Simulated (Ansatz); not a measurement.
Density of states of TaSi₂ (P6_422, a = 4.780 Å, b = 4.780 Å, c = 6.555 Å, α = 90.00°, β = 90.00°, γ = 120.00°), in states per eV and primitive cell, averaged over bins of 0.4 eV. Computed with DFT r2SCAN, scalar-relativistic, plane waves, PAW in Ansatz.

Cutoff 500 eV; k points 12×12×6 on the computed 9-atom cell (Γ-centred); Gaussian smearing, width 0.10 eV; no spin polarisation.

The cell is relaxed at this level. The states (both spins) are summed by tetrahedra on a 18×18×9 mesh at the self-consistent density. Energies are bin centres; the table starts no lower than −8 eV and ends at 6 eV, or lower where the solved bands end.

It is a metal at this level.

```
E − E_F (eV) total Ta 5d Si 3p Si 3s Ta 6s
       -7.85   1.79   0.38   0.55   0.73   0.09
       -7.45   2.82   0.58   0.91   1.12   0.14
       -7.05   1.77   0.39   0.64   0.60   0.10
       -6.65   1.60   0.34   0.80   0.32   0.11
       -6.25   2.98   0.65   1.77   0.31   0.17
       -5.85   3.34   0.79   1.94   0.39   0.15
       -5.45   3.25   0.78   1.89   0.37   0.13
       -5.05   3.19   0.84   1.75   0.35   0.16
       -4.65   3.35   0.99   1.76   0.34   0.19
       -4.25   2.87   0.88   1.42   0.34   0.15
       -3.85   3.49   1.09   1.75   0.44   0.11
       -3.45   4.04   1.44   1.94   0.42   0.10
       -3.05   7.05   2.85   3.41   0.43   0.12
       -2.65   8.22   3.71   3.89   0.28   0.07
       -2.25   9.98   5.23   4.12   0.24   0.05
       -1.85   4.97   2.65   1.86   0.22   0.02
       -1.45   3.38   2.07   1.01   0.16   0.01
       -1.05   2.28   1.48   0.62   0.10   0.01
       -0.65   1.64   1.09   0.42   0.06   0.00
       -0.25   2.39   1.61   0.58   0.07   0.01
        0.15   2.80   1.94   0.60   0.10   0.02
        0.55   1.70   1.19   0.32   0.07   0.01
        0.95   2.02   1.38   0.34   0.13   0.02
        1.35   2.83   1.35   0.78   0.46   0.05
        1.75   2.93   1.17   0.91   0.51   0.13
        2.15   4.69   1.99   1.50   0.63   0.20
        2.55   5.97   2.81   1.60   0.66   0.32
        2.95   6.41   2.74   1.65   0.80   0.46
        3.35   5.90   2.24   1.54   0.66   0.51
        3.75   5.87   2.41   1.52   0.64   0.44
        4.15   7.09   3.10   1.69   0.87   0.42
        4.55   6.39   2.74   1.50   0.88   0.42
        4.95   5.89   2.22   1.69   0.74   0.41
        5.35   4.75   1.56   1.50   0.59   0.30
        5.75   5.48   1.57   1.77   0.51   0.44
```

The columns after the total are the main Löwdin projections on the occupied valence shells of the potentials; 2 others are left out. The rest of the total lies in those, in shells that are empty in the free atom, which aren't projected, and between the atoms.

Spin-orbit coupling is left out, which matters for the bands of heavy elements.

Cost: 1 run of about 2.9 core-minutes, on AMD EPYC 9R45 (Zen 5) (shared hosts).